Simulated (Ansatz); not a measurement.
# Zn (Fm-3m) in Ansatz: a series of runs

One crystal, Zn, is run at these levels: PBEsol, LDA; tasks: band structure, single point, equation of state.

Everything below comes from runs of Ansatz 0.2.0. Logs are shortened: lines on timing, memory, paths and dates and some standing lists are left out, and cuts for length are marked.

## Step 1: The structure

It takes space group Fm-3m (No. 225, cubic). Conventional cell: a = 3.930 Å, b = 3.930 Å, c = 3.930 Å, α = 90.00°, β = 90.00°, γ = 90.00°. Zn (site symmetry m-3m) is surrounded by 12 Zn at 2.78 Å.

This isn't the form of Zn at room conditions, which is hcp.

## Step 2: Band structure, PBEsol

The input, input.yaml:

```yaml
crystal:
  lattice:
    - [0.0, 1.964776, 1.964776]
    - [1.964776, 0.0, 1.964776]
    - [1.964776, 1.964776, 0.0]
  atoms:
    - { symbol: Zn, position: [0.0, 0.0, 0.0] }
kpoints:
  mp_grid: { grid: [12, 12, 12] }
  band_path:
    path:
      - [0.0, 0.0, 0.0]
      - [0.5, 0.0, 0.5]
      - [0.5, 0.25, 0.75]
      - [0.375, 0.375, 0.75]
      - [0.0, 0.0, 0.0]
      - [0.5, 0.5, 0.5]
      - [0.625, 0.25, 0.625]
      - [0.5, 0.25, 0.75]
    npoints: 10
scf:
  occupations: { method: fermi_dirac, width: 0.05 }
hamiltonian:
  xc: pbesol
  pseudopotentials: { kind: all_electron, lapw: { basis_error: 0.001 } }
output:
  forces: true
  stress: true
  eigenvalues: true
```

Potentials or basis: all-electron LAPW, scalar-relativistic.

Launch:

```sh
$ ansatz run input.yaml --threads 1 --pin off --max-ram 3072MiB --backend cpu --events-out ev --progress --plain --runs-dir out
```

Output:

```text
Warning: RAYON_NUM_THREADS=1 ignored (pool sized by the plan → 1); use --threads N
LAPW: plane waves up to 7.931 Å⁻¹, error target 1.0e-3 eV per atom; small_component_spin mean_spin; Zn in spheres of 1.389 Å, 20 of its electrons in bands, Dirac shells [] (how accurate: hamiltonian.pseudopotentials.lapw.basis_error, Limitations)
Engine: ansatz 0.2.0, aarch64-unknown-linux-gnu
Pseudopotentials: kind: all_electron
Pseudopotential: Zn, LAPW, valence charge 20, lapw/all_electron/scalar/gaussian/Zn, Koelling and Harmon's equation, gaussian nucleus
Functional definition: PBEsol
  exchange = pbesol_x
  correlation = pbesol_c
Crystal: 1 atoms, lattice volume = 15.169 Å³
Basis set: ecut = 239.65146806603863 eV, 137 PW (Γ), exchange–correlation at level 2
Bands: 14, of which v1, the nominal top of the filled ones, is band 10 counted from 1 (9 counted from 0)
Symmetry: 48 space group operations
Space group: Fm-3m (ITA 225), of the structure as read, at distance tolerance 2.5e-5 Å
k-points: 72 of 1728
Non-local potential: Zn, projectors of the file, none
Initial density: superposition of atomic densities (chi_scale 0.1, normalization cell)
Initial wavefunctions: plane waves of lowest kinetic energy (no species holds an atomic orbital)
Functional: x = pbesol(κ = 0.804, μ = 0.12345679012345678), c = pbesol(β = 0.046)
iter 1 solved again at ethr=9.53e-5 eV; its pass at ethr=1.00e-1 eV (dr2=1.91e-2 eV) is discarded
SCF iter   1: F=—  HF=-48834.987886 eV  |F-HF|=—  |Δ(HF+E_count)|=         —  Δρ=1.54e-2  dr2=1.92e-2  ethr=9.53e-5  ⟨swp⟩=3.2  Hψ=7087  notcnv=0
preconditioner: auto → none  [metal: Δε(μ)=0.139 eV  Ē_g=16.280 eV  σ=0.050 eV  W_gap=0.46  n_scr=8 (ndim 8)  ℏωp=33.0 eV  f_vac=0.000  D(μ)=0.35/eV (n_scr^D=0)  sad-step TF]
SCF iter   2: F=—  HF=-48834.931549 eV  |F-HF|=—  |Δ(HF+E_count)|=   5.63e-2  Δρ=5.01e-3  dr2=2.63e-3  ethr=9.53e-5  ⟨swp⟩=2.3  Hψ=3199  notcnv=0
SCF iter   3: F=—  HF=-48834.865661 eV  |F-HF|=—  |Δ(HF+E_count)|=   6.59e-2  Δρ=5.23e-3  dr2=2.42e-3  ethr=1.31e-5  ⟨swp⟩=2.6  Hψ=2998  notcnv=0
iter 4 solved again at ethr=3.50e-7 eV; its pass at ethr=1.21e-5 eV (dr2=7.00e-5 eV) is discarded
SCF iter   4: F=—  HF=-48834.862865 eV  |F-HF|=—  |Δ(HF+E_count)|=   2.80e-3  Δρ=8.67e-4  dr2=7.02e-5  ethr=3.50e-7  ⟨swp⟩=2.0  Hψ=4905  notcnv=0
SCF iter   5: F=—  HF=-48834.862880 eV  |F-HF|=—  |Δ(HF+E_count)|=   1.47e-5  Δρ=2.59e-5  dr2=6.58e-8  ethr=3.50e-7  ⟨swp⟩=2.0  Hψ=2881  notcnv=0
SCF iter   6: F=—  HF=-48834.862875 eV  |F-HF|=—  |Δ(HF+E_count)|=   4.74e-6  Δρ=2.98e-6  dr2=1.00e-9  ethr=3.29e-10  ⟨swp⟩=3.0  Hψ=3263  notcnv=0
SCF iter   7: F=-48834.862875 eV  HF=-48834.862875 eV  |F-HF|=5.82e-11  |Δ(HF+E_count)|=   4.29e-8  Δρ=1.29e-7  dr2=1.15e-12  ethr=5.00e-12  ⟨swp⟩=3.0  Hψ=3212  notcnv=0
SCF 1 converged in 7 iterations: F = -48834.862875 eV  dr2 = 1.15e-12
NSCF: frozen V_eff on 71 k-points
SCF converged after 7 iterations
Free energy (F): -48834.862875 eV
Harris-Foulkes:  -48834.862875 eV  (|F-HF|=5.82e-11)
Internal energy: -48834.859536 eV  (E = F + TS)
E sigma→0 (E₀):  -48834.861206 eV
Entropy (-TS):   -0.003339 eV (-3.339 meV/atom)
Fermi energy:    13.653283 eV
--- Per-component energies (eV) ---
  E_band       = -542.952422
  E_kinetic    = 49726.885661
  E_xc         = -1911.134231
  E_electrostatic = -96650.610967  (all electrons and nuclei)
  E_smearing   = -0.003339  (= −TS)
  E_closure    = 0.000000  (closes the sum)
  E_atoms      = -48833.332136  (free atoms, spherical and without spin; not in F)
  Σ components = -48834.862875   (vs F -48834.862875, Δ=0.00e0)
  Basis errors (estimates in eV, not in F): energy 2.0e-4 per atom: plane waves 2.0e-4 (1.0e-4 summed), levels above the bands 3.7e-117, relativity 7.6e-9, radial functions 3.1e-6, core shells 1.9e-13; eigenvalues (radial functions only) 1.1e-4; not estimated: angular momenta, meshes, grids; target (lapw.basis_error) 1.0e-3; muffin-tin radii Zn 1.389 Å
--- Forces (eV/Å), atoms counted from 1 ---
  atom   1  Zn    -0.00000000     0.00000000    -0.00000000
  max |Σ_I F_I| component: 2.47e-32 eV/Å
--- Stress (GPa, compression-positive) ---
       -5.171876      -0.000000      -0.000000
       -0.000000      -5.171876      -0.000000
       -0.000000      -0.000000      -5.171876
  P = ⅓ Tr σ = -5.1719 GPa (-51.719 kbar)
--- Band table (eV; the first three rows and the last of 72) ---
  k-point 0: bands = ["-112.3924", "-66.6980", "-66.6980", "-66.6980", "3.3389", "6.1460", "6.1460", "6.1460", "6.5306", "6.5306", "31.8793", "31.8793", "31.8793", "32.2812"]
  k-point 1: bands = ["-112.3923", "-66.6994", "-66.6982", "-66.6982", "3.5479", "6.1294", "6.1694", "6.1694", "6.5243", "6.5243", "28.7908", "31.2674", "31.2674", "32.1053"]
  k-point 2: bands = ["-112.3919", "-66.7034", "-66.6988", "-66.6988", "4.1494", "6.1121", "6.2159", "6.2159", "6.5255", "6.5255", "24.7769", "30.3527", "30.3527", "31.9109"]
  k-point 71: bands = ["-112.3897", "-66.7127", "-66.7127", "-66.7067", "5.7995", "6.0447", "6.0447", "6.5530", "6.8887", "15.9440", "15.9440", "16.7825", "17.7380", "35.2271"]
```

It took 6.1 s on 1 thread of Arm Neoverse V1, shared host; peak memory 0.24 GiB.

What came out:

| Item | Value |
| --- | --- |
| Free energy | -48834.8629 eV |
| Pressure | -5.2 GPa |
| Band gap along the path | none (metal or under the smearing width) |

Levels at the corners of the path, in eV from the Fermi level:
```
point  band 6  band 7  band 8  band 9  band 10  band 11  band 12  band 13  band 14
    Γ   -7.51   -7.51   -7.51   -7.12    -7.12    18.23    18.23    18.23    18.63
    X   -8.12   -6.85   -6.76   -6.76    -0.96     1.78     8.42     8.42    12.07
    W   -7.61   -7.61   -7.10   -6.76     2.29     2.29     3.13     4.08    21.57
    K   -7.82   -7.21   -7.03   -6.86     0.80     1.60     2.70     9.94    13.44
    Γ   -7.51   -7.51   -7.51   -7.12    -7.12    18.23    18.23    18.23    18.63
    L   -7.51   -7.51   -6.84   -6.84    -2.86    -1.32    15.21    15.21    17.24
    U   -7.82   -7.21   -7.03   -6.86     0.80     1.60     2.70     9.94    13.44
    W   -7.61   -7.61   -7.10   -6.76     2.29     2.29     3.13     4.08    21.57
```

## Step 3: Single point, LDA, 14.26 Å³/atom (volume scaled by 0.94)

The input, input.yaml:

```yaml
crystal:
  lattice:
    - [0.0, 1.9246672763, 1.9246672763]
    - [1.9246672763, 0.0, 1.9246672763]
    - [1.9246672763, 1.9246672763, 0.0]
  atoms:
    - { symbol: Zn, position: [0.0, 0.0, 0.0] }
kpoints:
  mp_grid: { grid: [12, 12, 12] }
scf:
  occupations: { method: fermi_dirac, width: 0.05 }
hamiltonian:
  xc: lda
  pseudopotentials: { kind: all_electron, lapw: { basis_error: 0.001 } }
output:
  forces: true
  stress: true
  eigenvalues: true
```

Potentials or basis: all-electron LAPW, scalar-relativistic.

Launch:

```sh
$ ansatz run input.yaml --threads 1 --pin off --max-ram 3072MiB --backend cpu --events-out ev --progress --plain --runs-dir out
```

Wall time 5 s (1 thread of Arm Neoverse V1, shared host); peak memory 0.24 GiB.

Results (log left out):

```
Free energy            : -48800.3143 eV
Pressure               : -4.8 GPa
Band gap on the k mesh : none (metal or under the smearing width)
```

## Step 4: Single point, LDA, 14.56 Å³/atom (volume scaled by 0.96)

Edit input.yaml of step 3 so:

```diff
@@ -2,5 +2,5 @@
   lattice:
-    - [0.0, 1.9246672763, 1.9246672763]
-    - [1.9246672763, 0.0, 1.9246672763]
-    - [1.9246672763, 1.9246672763, 0.0]
+    - [0.0, 1.9382217178, 1.9382217178]
+    - [1.9382217178, 0.0, 1.9382217178]
+    - [1.9382217178, 1.9382217178, 0.0]
   atoms:
```

Launch:

```sh
$ ansatz run input.yaml --threads 1 --pin off --max-ram 3072MiB --backend cpu --events-out ev --progress --plain --runs-dir out
```

Run time: 4.8 s. Hardware: 1 thread of Arm Neoverse V1, shared host; peak memory 0.24 GiB.

The run converged. Its results:

```
Free energy            : -48800.3039 eV
Pressure               : -6.2 GPa
Band gap on the k mesh : none (metal or under the smearing width)
```

## Step 5: Single point, LDA, 14.87 Å³/atom (volume scaled by 0.98)

Edit input.yaml of step 4 so:

```diff
@@ -2,5 +2,5 @@
   lattice:
-    - [0.0, 1.9382217178, 1.9382217178]
-    - [1.9382217178, 0.0, 1.9382217178]
-    - [1.9382217178, 1.9382217178, 0.0]
+    - [0.0, 1.9515891866, 1.9515891866]
+    - [1.9515891866, 0.0, 1.9515891866]
+    - [1.9515891866, 1.9515891866, 0.0]
   atoms:
```

Launch:

```sh
$ ansatz run input.yaml --threads 1 --pin off --max-ram 3072MiB --backend cpu --events-out ev --progress --plain --runs-dir out
```

Wall time 4.7 s (1 thread of Arm Neoverse V1, shared host); peak memory 0.24 GiB.

Results (log left out):

```yaml
Free_energy: -48800.2910 eV
Pressure: -7.4 GPa
Band_gap_on_the_k_mesh: none (metal or under the smearing width)
```

## Step 6: Single point, LDA, 15.17 Å³/atom

Edit input.yaml of step 5 so:

```diff
@@ -2,5 +2,5 @@
   lattice:
-    - [0.0, 1.9515891866, 1.9515891866]
-    - [1.9515891866, 0.0, 1.9515891866]
-    - [1.9515891866, 1.9515891866, 0.0]
+    - [0.0, 1.964776, 1.964776]
+    - [1.964776, 0.0, 1.964776]
+    - [1.964776, 1.964776, 0.0]
   atoms:
```

Potentials or basis: all-electron LAPW, scalar-relativistic.

Launch:

```sh
$ ansatz run input.yaml --threads 1 --pin off --max-ram 3072MiB --backend cpu --events-out ev --progress --plain --runs-dir out
```

Wall time 4.7 s (1 thread of Arm Neoverse V1, shared host); peak memory 0.24 GiB.

Results (log left out):

```
Free energy            : -48800.2758 eV
Pressure               : -8.5 GPa
Band gap on the k mesh : none (metal or under the smearing width)
```

## Step 7: Single point, LDA, 15.47 Å³/atom (volume scaled by 1.02)

Edit input.yaml of step 6 so:

```diff
@@ -2,5 +2,5 @@
   lattice:
-    - [0.0, 1.964776, 1.964776]
-    - [1.964776, 0.0, 1.964776]
-    - [1.964776, 1.964776, 0.0]
+    - [0.0, 1.9777881408, 1.9777881408]
+    - [1.9777881408, 0.0, 1.9777881408]
+    - [1.9777881408, 1.9777881408, 0.0]
   atoms:
```

Launch:

```sh
$ ansatz run input.yaml --threads 1 --pin off --max-ram 3072MiB --backend cpu --events-out ev --progress --plain --runs-dir out
```

Run time: 4.6 s. Hardware: 1 thread of Arm Neoverse V1, shared host; peak memory 0.24 GiB.

It converged, with:

```yaml
Free_energy: -48800.2588 eV
Pressure: -9.4 GPa
Band_gap_on_the_k_mesh: none (metal or under the smearing width)
```

## Step 8: Single point, LDA, 15.78 Å³/atom (volume scaled by 1.04)

Edit input.yaml of step 7 so:

```diff
@@ -2,5 +2,5 @@
   lattice:
-    - [0.0, 1.9777881408, 1.9777881408]
-    - [1.9777881408, 0.0, 1.9777881408]
-    - [1.9777881408, 1.9777881408, 0.0]
+    - [0.0, 1.9906312808, 1.9906312808]
+    - [1.9906312808, 0.0, 1.9906312808]
+    - [1.9906312808, 1.9906312808, 0.0]
   atoms:
```

Launch:

```sh
$ ansatz run input.yaml --threads 1 --pin off --max-ram 3072MiB --backend cpu --events-out ev --progress --plain --runs-dir out
```

It took 4.6 s on 1 thread of Arm Neoverse V1, shared host; peak memory 0.24 GiB.

Results (log left out):

- Free energy: -48800.2402 eV
- Pressure: -10.2 GPa
- Band gap on the k mesh: none (metal or under the smearing width)

## Step 9: Single point, LDA, 16.08 Å³/atom (volume scaled by 1.06)

Edit input.yaml of step 8 so:

```diff
@@ -2,5 +2,5 @@
   lattice:
-    - [0.0, 1.9906312808, 1.9906312808]
-    - [1.9906312808, 0.0, 1.9906312808]
-    - [1.9906312808, 1.9906312808, 0.0]
+    - [0.0, 2.0033108028, 2.0033108028]
+    - [2.0033108028, 0.0, 2.0033108028]
+    - [2.0033108028, 2.0033108028, 0.0]
   atoms:
```

Potentials or basis: all-electron LAPW, scalar-relativistic.

Launch:

```sh
$ ansatz run input.yaml --threads 1 --pin off --max-ram 3072MiB --backend cpu --events-out ev --progress --plain --runs-dir out
```

It took 4.6 s on 1 thread of Arm Neoverse V1, shared host; peak memory 0.23 GiB.

It converged, with:

```yaml
Free_energy: -48800.2202 eV
Pressure: -10.9 GPa
Band_gap_on_the_k_mesh: none (metal or under the smearing width)
```

## Step 10: Equation of state, LDA

Potentials or basis: all-electron LAPW, scalar-relativistic.

This step only gathers the single runs of the series.

What came out:

```
Equilibrium volume : 13.49 Å³/atom (rough: see the caveat)
Bulk modulus       : 100 GPa (rough)
```

Energy against volume, from the lowest point:
```
volume (Å³/atom)  energy (meV/atom)
          14.259               0.00
          14.563              10.41
          14.866              23.34
          15.169              38.47
          15.473              55.48
          15.776              74.10
          16.080              94.08
```

Caveat: the minimum lies outside the volumes run.
